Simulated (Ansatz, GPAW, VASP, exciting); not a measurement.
**GaAs: 5 runs at one level of theory**

```
CELL_PARAMETERS angstrom
0.00000 2.82685 2.82685
2.82685 0.00000 2.82685
2.82685 2.82685 0.00000
ATOMIC_POSITIONS crystal
As 0.75000 0.75000 0.75000
Ga 0.00000 0.00000 0.00000
```

Alike in all runs: task single point; functional PBE; k mesh 8 × 8 × 8; occupations gaussian, width 0.011 eV; no spin polarisation; no spin-orbit coupling. Pressure is positive in compression and, in plane waves, holds the error of the finite cutoff, which Ansatz's Pulay term estimates and takes out.

| program and potentials | plane-wave cutoff (eV) | notes | band gap (eV) | pressure (GPa) |
| --- | --- | --- | --- | --- |
| Ansatz, Ansatz PAW | 420 | 14 valence electrons an atom on average; Pulay term of +0.03 GPa included | 0.52 | 3.27 |
| VASP, PBE PAW files As, Ga_d, 520 eV | 520 | 9 valence electrons an atom on average | ? | ? |
| GPAW, GPAW PAW data sets (gpaw-data 1.2.1) | 600 | 4 valence electrons an atom on average | 0.59 | 4.33 |
| exciting, all-electron LAPW+lo, shipped species files, valence relativity iora* | - | - | 0.51 | - |
| Ansatz, all-electron LAPW, scalar-relativistic | - | - | 0.52 | 3.27 |

Q: Estimate from the other rows what the run with VASP, PBE PAW files As, Ga_d, 520 eV gave.

A: Band gap 0.52 eV; pressure 3.46 GPa. The other rows, which needn't bracket it: band gap 0.51 to 0.59; pressure 3.27 to 4.33.
